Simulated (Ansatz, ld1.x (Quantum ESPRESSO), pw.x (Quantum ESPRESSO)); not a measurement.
# Equation-of-state test of one TM potential (Ti)

```json
{
 "Element": "Ti (Z = 22)",
 "Generator": "ld1.x (Quantum ESPRESSO) 7.5",
 "Type": "norm-conserving Troullier–Martins (Kleinman–Bylander form)",
 "Functional": "PBE",
 "Relativity": "scalar-relativistic",
 "Frozen core": "[Ar]",
 "Valence charge": "4",
 "Reference configuration": "3d2 4s2 4p0",
 "Partial waves": "4s (bound): rc 2.75 bohr; 4p (bound, empty): rc 2.90 bohr; 3d (bound): rc 2.18 bohr",
 "Local potential": "all-electron potential smoothed inside 2.20 bohr (lloc = -2)",
 "Core correction": "a·sin(br)/r model core inside 1.45 bohr"
}
```

Atomic tests: cutoffs needed: 45 Ry and 55 Ry (the cutoffs (Ry, on a coarse ladder) from which the occupation-weighted sum of valence levels, in a spherical-Bessel basis at the reference potential, stays within 10 and 1 mRy of its value at 400 Ry); ghost test: no extra level below or beside the all-electron valence levels (s, p, d, f tested) (spherical-Bessel basis up to 400 Ry, 20 bohr box); largest excitation error: -314 meV (all-electron minus pseudo) for 3d1 4s0 4p0, out of 7 test configurations.

Crystal test: fcc Ti in pw.x 7.5, no spin, 14³ k-points, Fermi–Dirac smearing 0.01 Ry, cutoffs 70/280 Ry. The reference is all-electron LAPW (Ansatz 0.2.0) with the same functional, mesh and smearing; V0 and B0 come from Birch–Murnaghan fits to the pressures at five volumes. Errors are pseudo minus all-electron; Δ is the rms difference of the E(V) curves that follow from these fits, minima aligned, over ±6 % about the mean V0. Mesh and smearing are coarse, so the numbers serve the comparison and aren't converged zero-temperature values; the lattice is a test structure that the element need not adopt.

All-electron: a0 = 4.119 Å (V0 = 17.47 Å³/atom), B0 = 106.1 GPa.

Problem. How far does the potential miss the all-electron equation of state?

Solution. mean pressure error (GPa): -0.24; a0 (Å): 4.115; a0 error (%): -0.08; B0 error (%): +1.9; Δ (meV/atom): 0.9. The largest radius (2.90 bohr) exceeds half the bond length (2.75 bohr), so the spheres overlap, which is one possible source of error among others.

```tsv
V (Å³/atom)	P all-electron (GPa)	P pseudo (GPa)
16.608	5.83	5.66
17.045	2.70	2.49
17.482	-0.10	-0.35
17.919	-2.60	-2.88
18.356	-4.83	-5.13
```

Problem. At the middle volume, how do free energy and pressure move when the wave cutoff is lowered (ecutrho kept at four times it)?

Solution.

| cutoff (Ry) | shift of F (meV/atom) | shift of P (GPa) |
| --- | --- | --- |
| 32 | +1734.6 | -61.78 |
| 42 | +175.6 | -11.32 |
| 56 | +1.7 | -0.20 |

The run at the middle volume (104 k-points, 7 iterations) took about 11 s on one core of a shared host (Neoverse-V1, 32 threads, 247 GiB, load 25).
